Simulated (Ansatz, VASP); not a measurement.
Na: VASP beside Ansatz

Contents of INCAR:

```
SYSTEM = Na
ALGO     = Fast           ! electronic algorithm
EDIFF    = 1E-6           ! SCF threshold, eV
EDIFFG   = -0.005         ! ionic threshold
ENCUT    = 600            ! plane-wave cutoff, eV
GGA      = PE             ! functional
IBRION   = 2              ! ionic algorithm
ISIF     = 3              ! what is computed and relaxed
ISMEAR   = 0              ! smearing method
LASPH    = .TRUE.         ! aspherical terms in the spheres
LCHARG   = .FALSE.        ! write CHGCAR
LREAL    = .FALSE.        ! projectors in reciprocal space
LWAVE    = .FALSE.        ! write WAVECAR
NELM     = 60             ! most SCF steps
NSW      = 100            ! ionic steps
PREC     = Accurate       ! precision mode
SIGMA    = 0.1            ! smearing width, eV
```

Contents of KPOINTS:

```
k-points
0
G
  14 14 14
  0 0 0
```

Contents of POSCAR:

```
Na
1.0
   -2.1410000000      2.1410000000      2.1410000000
    2.1410000000     -2.1410000000      2.1410000000
    2.1410000000      2.1410000000     -2.1410000000
Na
1
Direct
    0.0000000000      0.0000000000      0.0000000000
```

Input for Ansatz:

```yaml
crystal:
  lattice:
    - [-2.141, 2.141, 2.141]
    - [2.141, -2.141, 2.141]
    - [2.141, 2.141, -2.141]
  atoms:
    - { symbol: Na, position: [0.0, 0.0, 0.0] }
basis:
  ecutwfc: 420
kpoints:
  mp_grid: { grid: [14, 14, 14] }
hamiltonian:
  xc: pbe
scf:
  occupations: { method: gaussian, width: 0.1 }
output:
  forces: true
  stress: true
  eigenvalues: true
relax:
  adjacent_minimum: "off"
  f_tol: 0.005
  max_steps: 80
  cell: { stress_tol: 0.05 }
```

Alike in both runs: task relaxation of cell and atoms; functional PBE; k mesh 14 × 14 × 14; occupations gaussian, width 0.1 eV; no spin polarisation.

```csv
,VASP,Ansatz
version,VASP 6.6.1,Ansatz 0.2.0
potentials or method,"VASP PAW PBE potentials, release 64 (Na_pv)","scalar-relativistic, plane waves, PAW"
plane-wave cutoff (eV),600,420
valence electrons in the cell,7,9
```

VASP gave:

```
gap on the k mesh at the Fermi level, each at its own relaxed structure (eV) : none
relaxed volume (Å³/atom)                                                     : 36.87
relaxed cell length with the largest relative difference (Å)                 : 3.632
energy change over the relaxation (meV/atom)                                 : -3
```

**Question.** What did Ansatz give for the same quantities?

**Answer.** gap on the k mesh at the Fermi level, each at its own relaxed structure (eV): none; relaxed volume (Å³/atom): 36.78; relaxed cell length with the largest relative difference (Å): 3.628; energy change over the relaxation (meV/atom): -3.

A gap of «none» marks a metal or a gap that the smearing closes. The two sets of potentials don't hold the same shells in valence.
